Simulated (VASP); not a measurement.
# Ga2O (Cmmm) in VASP: a series of runs

The runs below take Ga2O through single point, relaxation of cell and atoms, with PBE.

Program: VASP 6.6.1. These are calculated values, not measurements. Logs are shortened: lines on timing, memory, paths and dates and some standing lists are left out, and cuts for length are marked.

### Step 1. The cell of the first run

The structure is orthorhombic, space group Cmmm (No. 65). The conventional cell has a = 4.785 Å, b = 7.960 Å, c = 2.848 Å, α = 90.00°, β = 90.00°, γ = 90.00°. Ga (site symmetry m2m) has 2 O at 2.06 Å as nearest neighbours. Around O (site symmetry mmm) lie 4 Ga at 2.06 Å.

The cell was built by a generator and needn't be a form met in nature.

### Step 2. Single point, PBE (random cell by space group and Wyckoff sites (Immm, No. 71))

Input file INCAR:

```
SYSTEM = Ga2O
  PREC = Accurate
  ENCUT = 520
  EDIFF = 1E-7
  ISMEAR = 0
  SIGMA = 0.15
  LREAL = .FALSE.
  LASPH = .TRUE.
  NELM = 100
  ALGO = Fast
  ISIF = 2
  LWAVE = .FALSE.
  LCHARG = .TRUE.
  GGA = PE
  LELF = .TRUE.
  LVHAR = .TRUE.
  NBANDS = 41
```

Input file KPOINTS:

```
regular mesh
0
G
  3 3 3
  0 0 0
```

Input file POSCAR:

```
Ga2O
1.0
   -2.8479741520      2.3925201981      3.9799853666
    2.8479741520     -2.3925201981      3.9799853666
    2.8479741520      2.3925201981     -3.9799853666
Ga O
4 2
Direct
    0.6872737235      0.4372461691      0.7499724457
    0.3127262765      1.0626987222      0.7499724457
    0.6872737235     -0.0626987222      0.2500275543
    0.3127262765      0.5627538309      0.2500275543
    0.5000000000      0.5000000000      0.0000000000
    0.5000000000      0.0000000000      0.5000000000
```

Potentials or basis: VASP PAW PBE potentials, release 64 (Ga_d, O).

Launch:

```console
$ cat potpaw_PBE.64/Ga_d/POTCAR potpaw_PBE.64/O/POTCAR > POTCAR
$ mpirun -np 1 vasp_std > vasp.out
```

OUTCAR:

```text
SYSTEM = Ga2O
   PREC = Accurate
   ENCUT = 520
   EDIFF = 1E-7
   ISMEAR = 0
   LREAL = .FALSE.
   LASPH = .TRUE.
   NELM = 100
   ISIF = 2
   GGA = PE

 ion  position               nearest neighbor table
   1  0.687  0.437  0.750-   6 2.06   5 2.06   4 2.59   4 2.59   3 2.85   3 2.85
   2  0.313  0.063  0.750-   6 2.06   5 2.06   3 2.59   3 2.59   4 2.85   4 2.85
   3  0.687  0.937  0.250-   6 2.06   5 2.06   2 2.59   2 2.59   1 2.85   1 2.85
   4  0.313  0.563  0.250-   6 2.06   5 2.06   1 2.59   1 2.59   2 2.85   2 2.85
   5  0.500  0.500  0.000-   1 2.06   4 2.06   3 2.06   2 2.06
   6  0.500  0.000  0.500-   1 2.06   4 2.06   3 2.06   2 2.06

  LATTYP: Found a body centered orthorhombic cell.
 ALAT       =     4.7850403962
 B/A-ratio  =     1.1903657717
 C/A-ratio  =     1.6635117103

  Lattice vectors:

 A1 = (   2.8479741520,   2.3925201981,   3.9799853666)
 A2 = (  -2.8479741520,  -2.3925201981,   3.9799853666)
 A3 = (   2.8479741520,  -2.3925201981,  -3.9799853666)

Analysis of symmetry for initial positions (statically):
=====================================================================
 Subroutine PRICEL returns:
 Original cell was already a primitive cell.

 Routine SETGRP: Setting up the symmetry group for a
 body centered orthorhombic supercell.

 Subroutine GETGRP returns: Found  8 space group operations
 (whereof  8 operations were pure point group operations)
 out of a pool of  8 trial point group operations.

The static configuration has the point symmetry D_2h.

Analysis of symmetry for dynamics (positions and initial velocities):
=====================================================================
 Subroutine PRICEL returns:
 Original cell was already a primitive cell.

 Routine SETGRP: Setting up the symmetry group for a
 body centered orthorhombic supercell.

 Subroutine GETGRP returns: Found  8 space group operations
 (whereof  8 operations were pure point group operations)
 out of a pool of  8 trial point group operations.

The dynamic configuration has the point symmetry D_2h.

 Subroutine INISYM returns: Found  8 space group operations
 (whereof  8 operations are pure point group operations),
 and found     1 'primitive' translations

----------------------------------------------------------------------------------------

                                     Primitive cell

  volume of cell :     108.4759

  direct lattice vectors                    reciprocal lattice vectors
    -2.847974152  2.392520198  3.979985367     0.000000000  0.208984652  0.125628603
     2.847974152 -2.392520198  3.979985367     0.175563391  0.000000000  0.125628603
     2.847974152  2.392520198 -3.979985367     0.175563391  0.208984652  0.000000000

  length of vectors
     5.447512569  5.447512569  5.447512569     0.243838328  0.215882028  0.272941549

  position of ions in fractional coordinates (direct lattice)
     0.687273723  0.437246169  0.749972446
     0.312726277  0.062698722  0.749972446
     0.687273723  0.937301278  0.250027554
     0.312726277  0.562753831  0.250027554
     0.500000000  0.500000000  0.000000000
     0.500000000  0.000000000  0.500000000

  ion indices of the primitive-cell ions
   primitive index   ion index
                 1           1
                 2           2
                 3           3
                 4           4
                 5           5
                 6           6

----------------------------------------------------------------------------------------

 KPOINTS: regular mesh

Automatic generation of k-mesh.
 Grid dimensions read from file:
 generate k-points for:    3    3    3

 Generating k-lattice:

  Cartesian coordinates                     Fractional coordinates (reciprocal lattice)
     0.000000000  0.069661551  0.041876201     0.333333333 -0.000000000  0.000000000
     0.058521130  0.000000000  0.041876201     0.000000000  0.333333333  0.000000000
     0.058521130  0.069661551  0.000000000     0.000000000 -0.000000000  0.333333333

  Length of vectors
     0.081279443  0.071960676  0.090980516

  Shift w.r.t. Gamma in fractional coordinates (k-lattice)
     0.000000000  0.000000000  0.000000000

 Subroutine IBZKPT returns following result:
 ===========================================

 Found      8 irreducible k-points:

 Following reciprocal coordinates:
            Coordinates               Weight
  0.000000  0.000000  0.000000      1.000000
  0.333333 -0.000000  0.000000      4.000000
 -0.000000  0.333333  0.000000      4.000000
  0.333333  0.333333  0.000000      8.000000
 -0.333333  0.333333 -0.000000      4.000000
 -0.333333  0.333333  0.333333      2.000000
  0.333333 -0.333333  0.333333      2.000000
 -0.333333 -0.333333  0.333333      2.000000
   k-points           NKPTS =      8   k-points in BZ     NKDIM =      8   number of bands    NBANDS=     41
   number of dos      NEDOS =    301   number of ions     NIONS =      6
   total plane-waves  NPLWV =  74088
   dimension x,y,z NGX =    42 NGY =   42 NGZ =   42
   dimension x,y,z NGXF=    84 NGYF=   84 NGZF=   84
   ions per type =               4   2
   NGX,Y,Z   is equivalent  to a cutoff of  12.82, 12.82, 12.82 a.u.
   NGXF,Y,Z  is equivalent  to a cutoff of  25.63, 25.63, 25.63 a.u.
 SYSTEM =  Ga2O
   PREC   = accura    normal or accurate (medium, high low for compatibility)
   ISTART =      0    job   : 0-new  1-cont  2-samecut
   ICHARG =      2    charge: 1-file 2-atom 10-const
   ISPIN  =      1    spin polarized calculation?
   LNONCOLLINEAR =      F non collinear calculations
   LSORBIT =      F    spin-orbit coupling
   LASPH  =      T    aspherical Exc in radial PAW
   ENCUT  =  520.0 eV  38.22 Ry    6.18 a.u.  10.13 10.13 10.13*2*pi/ulx,y,z
   NELM   =    100;   NELMIN=  2; NELMDL= -5     # of ELM steps
   EDIFF  = 0.1E-06   stopping-criterion for ELM
   LREAL  =      F    real-space projection
   EDIFFG = 0.1E-05   stopping-criterion for IOM
   NSW    =      0    number of steps for IOM
   IBRION =     -1    ionic relax: 0-MD 1-quasi-New 2-CG
   NFREE  =      0    steps in history (QN), initial steepest desc. (CG)
   ISIF   =      2    stress and relaxation
   ISYM   =      2    0-nonsym 1-usesym 2-fastsym
   POTIM  = 0.5000    time-step for ionic-motion
   TEBEG  =    0.0;   TEEND  =   0.0 temperature during run
   PSTRESS=    0.0 pullay stress
   NELECT =      64.0000    total number of electrons
   NUPDOWN=      -1.0000    fix difference up-down
   EMIN   =  10.00;   EMAX   =-10.00  energy-range for DOS
   EFERMI =   0.00;   METHOD = LEGACY
   ISMEAR =     0;   SIGMA  =   0.15  broadening in eV -4-tet -1-fermi 0-gaus
   EFERMI_NEDOS =   21; number of points for ismear=-14 and -15
   IALGO  =     68    algorithm
   IMIX   =      4    mixing-type and parameters
     AMIX     =   0.40;   BMIX     =  1.00
     AMIX_MAG =   1.60;   BMIX_MAG =  1.00
  volume/ion in A,a.u.               =      18.08       122.01
  Fermi-wavevector in a.u.,A,eV,Ry     =   1.373063  2.594713 25.651089  1.885302
  Thomas-Fermi vector in A             =   2.498614
   LORBIT       =      0    0 simple, 1 ext, 2 COOP (PROOUT), +10 PAW based schemes
   GGA     = PE    functional components
   LHFCALC =     F    Hartree Fock is set to
   AEXX    =    0.0000 exact exchange contribution
   IVDW    =     0    specifies the selected vdW correction
   LEPSILON=     F    determine dielectric tensor
   LRPA    =     F    only Hartree local field effects (RPA)
 non-spin polarized calculation
 RMM-DIIS sequential band-by-band and
 Gauss-broadening in eV      SIGMA  =   0.15
  energy-cutoff  :      520.00
  volume of cell :      108.48
 maximum number of plane-waves:      2933
 NGX is ok and might be reduce to    42
   NGX = 21   NGY = 21   NGZ = 21

 number of electron      64.0000002 magnetization

 Free energy of the ion-electron system (eV)
  ---------------------------------------------------
  ext. energy  EPLUGINS =         0.00000000
  ---------------------------------------------------
  free energy    TOTEN  =       -26.09193080 eV

  energy without entropy =      -26.06961243  energy(sigma->0) =      -26.08077161

 E-fermi :   4.0707     XC(G=0):  -9.6764

 val. band max:        4.0624861244   @ k =  -0.3333   0.3333   0.3333
 cond. band min:       4.1742516893   @ k =  -0.0000   0.3333   0.0000
 fundamental gap:      0.1117655649
 Fermi energy:         4.0706734724

 k-point     1 :       0.0000    0.0000    0.0000
  band No.  band energies     occupation
      1     -16.0587      2.00000
      2     -15.4792      2.00000
      3     -11.4455      2.00000
      4     -11.3831      2.00000
      5     -11.3703      2.00000
      6     -11.3617      2.00000
[... 33 lines left out ...]
     40       9.3363      0.00000
     41      11.0207      0.00000

 k-point     2 :       0.3333   -0.0000    0.0000
  band No.  band energies     occupation
      1     -16.0331      2.00000
      2     -15.4763      2.00000
      3     -11.4621      2.00000
      4     -11.3908      2.00000
      5     -11.3835      2.00000
      6     -11.3629      2.00000
[... 33 lines left out ...]
     40      11.1350      0.00000
     41      12.2364      0.00000

 k-point     3 :      -0.0000    0.3333    0.0000
  band No.  band energies     occupation
      1     -15.9079      2.00000
      2     -15.6173      2.00000
      3     -11.4148      2.00000
      4     -11.3586      2.00000
      5     -11.3332      2.00000
      6     -11.3160      2.00000
[... 33 lines left out ...]
     40      10.8077      0.00000
     41      11.1958      0.00000

 k-point     4 :       0.3333    0.3333    0.0000
  band No.  band energies     occupation
      1     -15.8878      2.00000
      2     -15.6196      2.00000
      3     -11.4322      2.00000
      4     -11.3855      2.00000
      5     -11.3514      2.00000
      6     -11.3417      2.00000
[... 121 lines left out ...]
     40      11.3312      0.00000
     41      11.6533      0.00000

 k-point     7 :       0.3333   -0.3333    0.3333
  band No.  band energies     occupation
      1     -16.0118      2.00000
      2     -15.4751      2.00000
      3     -11.5014      2.00000
      4     -11.3899      2.00000
      5     -11.3881      2.00000
      6     -11.3769      2.00000
[... 33 lines left out ...]
     40      11.5585      0.00000
     41      11.9373      0.00000

 k-point     8 :      -0.3333   -0.3333    0.3333
  band No.  band energies     occupation
      1     -16.0163      2.00000
      2     -15.4772      2.00000
      3     -11.5122      2.00000
      4     -11.3671      2.00000
      5     -11.3655      2.00000
      6     -11.3653      2.00000
[... 33 lines left out ...]
     40      11.1964      0.00000
     41      11.3837      0.00000

------------------------ aborting loop because EDIFF is reached ----------------------------------------

  FORCE on cell =-STRESS in cart. coord.  units (eV):
  Direction    XX          YY          ZZ          XY          YZ          ZX
  --------------------------------------------------------------------------------------
  -------------------------------------------------------------------------------------
  Total        0.0278438     -0.1155988      0.7666812     -0.0000000      0.0000000      0.0000000
  in kB        0.4112500     -1.7073821     11.3238021     -0.0000000      0.0000000      0.0000000
  external PRESSURE =       3.3425567 kB  Pullay stress =       0.0000000 kB

 VOLUME and BASIS-vectors are now :
 -----------------------------------------------------------------------------
  energy-cutoff  :      520.00
  volume of cell :      108.48
      direct lattice vectors                 reciprocal lattice vectors
    -2.847974152  2.392520198  3.979985367     0.000000000  0.208984652  0.125628603
     2.847974152 -2.392520198  3.979985367     0.175563391  0.000000000  0.125628603
     2.847974152  2.392520198 -3.979985367     0.175563391  0.208984652  0.000000000

 POSITION                                       TOTAL-FORCE (eV/Angst)
 -----------------------------------------------------------------------------------
      1.42383      2.39252      1.49069         0.002244     -0.000000      0.076878
      1.42383      2.39252     -1.49069         0.002244     -0.000000     -0.076878
      1.42414     -0.00000      5.47068        -0.002244      0.000000      0.076878
      1.42414     -0.00000      2.48929        -0.002244      0.000000     -0.076878
      0.00000      0.00000      3.97999        -0.000000     -0.000000      0.000000
      0.00000      2.39252      0.00000        -0.000000     -0.000000      0.000000
 -----------------------------------------------------------------------------------
    total drift:                                0.000000      0.000000     -0.000000

  FREE ENERGIE OF THE ION-ELECTRON SYSTEM (eV)
  ---------------------------------------------------
  free  energy   TOTEN  =       -26.0919307987 eV

  energy  without entropy=      -26.0696124269  energy(sigma->0) =      -26.08077161
```

Wall time 57 s (1 thread of AMD EPYC 7R13 (Zen 3), shared host); peak memory 0.22 GiB.

What came out:

| Property | Result |
| --- | --- |
| Free energy | -26.0919 eV |
| Pressure | 0.3 GPa |
| Largest force | 0.077 eV/Å |
| Band gap on the k mesh | none (metal or under the smearing width) |

Forces in eV/Å, atoms in the order of the input:
```
Ga   0.002  0.000  0.077
Ga   0.002  0.000 -0.077
Ga  -0.002  0.000  0.077
Ga  -0.002  0.000 -0.077
O    0.000  0.000  0.000
O    0.000  0.000  0.000
```

Levels at points of the mesh, in eV from the Fermi level:
```tsv
k point	band 29	band 30	band 31	band 32	band 33	band 34	band 35	band 36
(0.00, 0.00, 0.00)	-3.96	-3.61	-1.82	0.15	0.27	1.19	2.80	3.27
```

Caveat: the k mesh is coarse (spacing up to 0.57 Å⁻¹), so the values aren't converged.

(Part 1 of 2 ends here.)
